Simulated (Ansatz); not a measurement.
Born–Oppenheimer molecular dynamics of a periodic cell of 17 atoms, Ta8C9 (host TaC, host structure Fm-3m, interstitial C). It goes on from the last frame of an earlier run, with new velocities.

All numbers below come from Ansatz 0.2.0, DFT LDA, scalar-relativistic, plane waves, PAW. Settings: PAW set soft_1, cutoff 420 eV, k mesh 2x2x2, fermi-dirac smearing 0.15 eV, no spin polarisation.

```yaml
ensemble: NVE (velocity Verlet)
time_step: 1 fs
steps_asked: 300
starting_velocities_drawn_for: 2100 K
seed: 600126
```

Frames 1 fs apart, positions in Å.

Velocities at 80.0 fs (Å/ps):

```
Ta -0.51 0.13 1.01
C -1.61 -9.81 2.05
Ta 0.64 -2.26 1.45
C 10.48 -1.83 -21.53
Ta -1.96 1.27 -5.03
C -9.09 1.70 -3.89
Ta -0.89 2.13 -1.00
C -1.45 -4.26 -4.79
Ta 0.86 1.75 1.43
C -11.41 -4.36 8.71
Ta -1.32 3.35 0.64
C 13.08 -9.60 13.60
Ta 3.55 0.35 -0.54
C -15.68 6.34 -1.29
Ta 0.66 -5.08 2.67
C 4.12 -7.28 -7.87
C -4.04 4.28 5.47
```

```xyz
17
Lattice="0.0000 4.4900 4.4900 4.4900 0.0000 4.4900 4.4900 4.4900 0.0000" Properties=species:S:1:pos:R:3 time_fs=80.0 energy_less_start_eV=2.069 T=1102
Ta 0.246 -0.467 -0.307
C 2.684 1.928 2.367
Ta 2.703 1.866 0.252
C 4.768 4.372 2.192
Ta 2.614 -0.199 2.245
C 4.891 1.838 4.537
Ta 4.715 1.984 2.242
C 7.175 4.182 4.373
Ta 0.350 2.248 2.242
C 2.684 4.157 4.247
Ta 2.481 4.419 2.422
C 4.924 6.466 4.383
Ta 2.579 1.938 4.440
C 4.587 4.488 6.681
Ta 4.937 4.229 4.353
C 6.984 6.549 6.777
C 0.608 0.802 1.059
17
Lattice="0.0000 4.4900 4.4900 4.4900 0.0000 4.4900 4.4900 4.4900 0.0000" Properties=species:S:1:pos:R:3 time_fs=81.0 energy_less_start_eV=2.054 T=1109
Ta 0.246 -0.467 -0.306
C 2.681 1.919 2.369
Ta 2.704 1.863 0.253
C 4.778 4.370 2.171
Ta 2.612 -0.198 2.240
C 4.881 1.840 4.533
Ta 4.714 1.986 2.241
C 7.173 4.178 4.369
Ta 0.350 2.249 2.244
C 2.673 4.152 4.258
Ta 2.479 4.422 2.423
C 4.936 6.455 4.397
Ta 2.583 1.939 4.439
C 4.573 4.493 6.679
Ta 4.938 4.224 4.355
C 6.988 6.542 6.769
C 0.605 0.806 1.065
17
Lattice="0.0000 4.4900 4.4900 4.4900 0.0000 4.4900 4.4900 4.4900 0.0000" Properties=species:S:1:pos:R:3 time_fs=82.0 energy_less_start_eV=2.003 T=1134
Ta 0.245 -0.467 -0.305
C 2.677 1.912 2.370
Ta 2.704 1.861 0.254
C 4.788 4.369 2.148
Ta 2.610 -0.197 2.235
C 4.872 1.843 4.528
Ta 4.713 1.988 2.240
C 7.170 4.173 4.366
Ta 0.351 2.251 2.245
C 2.662 4.148 4.273
Ta 2.478 4.425 2.423
C 4.948 6.444 4.413
Ta 2.587 1.939 4.439
C 4.562 4.496 6.676
Ta 4.938 4.219 4.358
C 6.994 6.534 6.761
C 0.605 0.809 1.071
17
Lattice="0.0000 4.4900 4.4900 4.4900 0.0000 4.4900 4.4900 4.4900 0.0000" Properties=species:S:1:pos:R:3 time_fs=83.0 energy_less_start_eV=1.920 T=1174
Ta 0.245 -0.467 -0.304
C 2.671 1.907 2.372
Ta 2.704 1.859 0.256
C 4.797 4.367 2.127
Ta 2.607 -0.196 2.230
C 4.862 1.847 4.524
Ta 4.713 1.991 2.239
C 7.165 4.168 4.364
Ta 0.352 2.253 2.247
C 2.651 4.144 4.292
Ta 2.477 4.428 2.423
C 4.958 6.431 4.429
Ta 2.590 1.940 4.439
C 4.556 4.496 6.670
Ta 4.939 4.213 4.361
C 7.000 6.527 6.753
C 0.607 0.812 1.077
17
Lattice="0.0000 4.4900 4.4900 4.4900 0.0000 4.4900 4.4900 4.4900 0.0000" Properties=species:S:1:pos:R:3 time_fs=84.0 energy_less_start_eV=1.811 T=1226
Ta 0.244 -0.467 -0.303
C 2.664 1.905 2.373
Ta 2.705 1.857 0.256
C 4.805 4.366 2.105
Ta 2.605 -0.195 2.225
C 4.851 1.850 4.519
Ta 4.712 1.993 2.238
C 7.160 4.163 4.364
Ta 0.353 2.256 2.249
C 2.641 4.139 4.313
Ta 2.475 4.432 2.423
C 4.967 6.418 4.447
Ta 2.593 1.940 4.438
C 4.552 4.493 6.664
Ta 4.939 4.208 4.364
C 7.007 6.519 6.744
C 0.611 0.814 1.081
17
Lattice="0.0000 4.4900 4.4900 4.4900 0.0000 4.4900 4.4900 4.4900 0.0000" Properties=species:S:1:pos:R:3 time_fs=85.0 energy_less_start_eV=1.681 T=1288
Ta 0.244 -0.467 -0.302
C 2.655 1.905 2.373
Ta 2.705 1.855 0.257
C 4.812 4.365 2.084
Ta 2.603 -0.194 2.219
C 4.841 1.855 4.515
Ta 4.712 1.996 2.237
C 7.153 4.159 4.365
Ta 0.353 2.258 2.251
C 2.631 4.135 4.338
Ta 2.474 4.435 2.422
C 4.974 6.404 4.464
Ta 2.597 1.941 4.438
C 4.553 4.487 6.655
Ta 4.940 4.203 4.367
C 7.014 6.511 6.736
C 0.618 0.816 1.085
17
Lattice="0.0000 4.4900 4.4900 4.4900 0.0000 4.4900 4.4900 4.4900 0.0000" Properties=species:S:1:pos:R:3 time_fs=86.0 energy_less_start_eV=1.537 T=1358
Ta 0.243 -0.468 -0.301
C 2.645 1.906 2.373
Ta 2.706 1.853 0.258
C 4.818 4.363 2.065
Ta 2.600 -0.193 2.214
C 4.831 1.859 4.511
Ta 4.712 1.999 2.236
C 7.145 4.153 4.367
Ta 0.354 2.260 2.253
C 2.621 4.132 4.364
Ta 2.472 4.438 2.422
C 4.980 6.390 4.482
Ta 2.600 1.941 4.437
C 4.558 4.480 6.646
Ta 4.941 4.198 4.369
C 7.022 6.504 6.728
C 0.626 0.818 1.087
17
Lattice="0.0000 4.4900 4.4900 4.4900 0.0000 4.4900 4.4900 4.4900 0.0000" Properties=species:S:1:pos:R:3 time_fs=87.0 energy_less_start_eV=1.382 T=1433
Ta 0.243 -0.468 -0.300
C 2.634 1.911 2.373
Ta 2.706 1.852 0.258
C 4.822 4.360 2.047
Ta 2.597 -0.193 2.208
C 4.821 1.863 4.508
Ta 4.712 2.002 2.235
C 7.136 4.148 4.370
Ta 0.355 2.263 2.256
C 2.611 4.128 4.393
Ta 2.471 4.441 2.421
C 4.983 6.375 4.500
Ta 2.604 1.942 4.437
C 4.566 4.470 6.636
Ta 4.941 4.193 4.372
C 7.031 6.497 6.720
C 0.637 0.820 1.088
17
Lattice="0.0000 4.4900 4.4900 4.4900 0.0000 4.4900 4.4900 4.4900 0.0000" Properties=species:S:1:pos:R:3 time_fs=88.0 energy_less_start_eV=1.223 T=1510
Ta 0.242 -0.469 -0.299
C 2.623 1.917 2.372
Ta 2.706 1.850 0.259
C 4.825 4.357 2.031
Ta 2.594 -0.192 2.203
C 4.812 1.868 4.505
Ta 4.712 2.005 2.234
C 7.127 4.143 4.375
Ta 0.355 2.265 2.259
C 2.603 4.126 4.422
Ta 2.470 4.444 2.420
C 4.985 6.361 4.518
Ta 2.607 1.942 4.436
C 4.578 4.457 6.624
Ta 4.942 4.188 4.375
C 7.040 6.490 6.712
C 0.651 0.823 1.086
17
Lattice="0.0000 4.4900 4.4900 4.4900 0.0000 4.4900 4.4900 4.4900 0.0000" Properties=species:S:1:pos:R:3 time_fs=89.0 energy_less_start_eV=1.066 T=1585
Ta 0.242 -0.469 -0.298
C 2.610 1.925 2.371
Ta 2.706 1.848 0.259
C 4.827 4.352 2.016
Ta 2.591 -0.192 2.197
C 4.803 1.872 4.502
Ta 4.713 2.008 2.234
C 7.117 4.138 4.380
Ta 0.356 2.268 2.262
C 2.594 4.123 4.452
Ta 2.468 4.447 2.419
C 4.985 6.347 4.535
Ta 2.610 1.943 4.436
C 4.593 4.443 6.611
Ta 4.942 4.183 4.378
C 7.049 6.484 6.705
C 0.666 0.826 1.083
17
Lattice="0.0000 4.4900 4.4900 4.4900 0.0000 4.4900 4.4900 4.4900 0.0000" Properties=species:S:1:pos:R:3 time_fs=90.0 energy_less_start_eV=0.922 T=1655
Ta 0.241 -0.470 -0.297
C 2.598 1.935 2.370
Ta 2.706 1.847 0.259
C 4.827 4.347 2.004
Ta 2.588 -0.192 2.192
C 4.795 1.877 4.500
Ta 4.713 2.011 2.233
C 7.107 4.132 4.387
Ta 0.356 2.271 2.265
C 2.586 4.121 4.482
Ta 2.467 4.449 2.417
C 4.983 6.334 4.552
Ta 2.614 1.943 4.435
C 4.611 4.428 6.598
Ta 4.943 4.178 4.381
C 7.059 6.478 6.698
C 0.684 0.830 1.077
17
Lattice="0.0000 4.4900 4.4900 4.4900 0.0000 4.4900 4.4900 4.4900 0.0000" Properties=species:S:1:pos:R:3 time_fs=91.0 energy_less_start_eV=0.801 T=1713
Ta 0.241 -0.470 -0.296
C 2.585 1.948 2.368
Ta 2.706 1.845 0.259
C 4.826 4.341 1.993
Ta 2.585 -0.192 2.186
C 4.787 1.881 4.499
Ta 4.713 2.014 2.232
C 7.096 4.127 4.394
Ta 0.357 2.273 2.268
C 2.579 4.120 4.511
Ta 2.465 4.452 2.416
C 4.979 6.321 4.568
Ta 2.617 1.944 4.435
C 4.632 4.411 6.584
Ta 4.943 4.173 4.384
C 7.068 6.473 6.692
C 0.704 0.834 1.070
```

Of the whole run (300 fs, mean temperature of the second half 1539 K): The conserved energy stayed within 0.32 meV per atom of its start (net change 0.018 meV per atom), so the integration is sound. A run of 0.3 ps of so small a system gives no equilibrium averages. Limits of this set-up: coarse k mesh, PAW files made for another functional.

The run took 15 min on 1 thread of Intel(R) Xeon(R) 6975P-C (Granite Rapids) (shared host), peak memory 0.64 GiB.
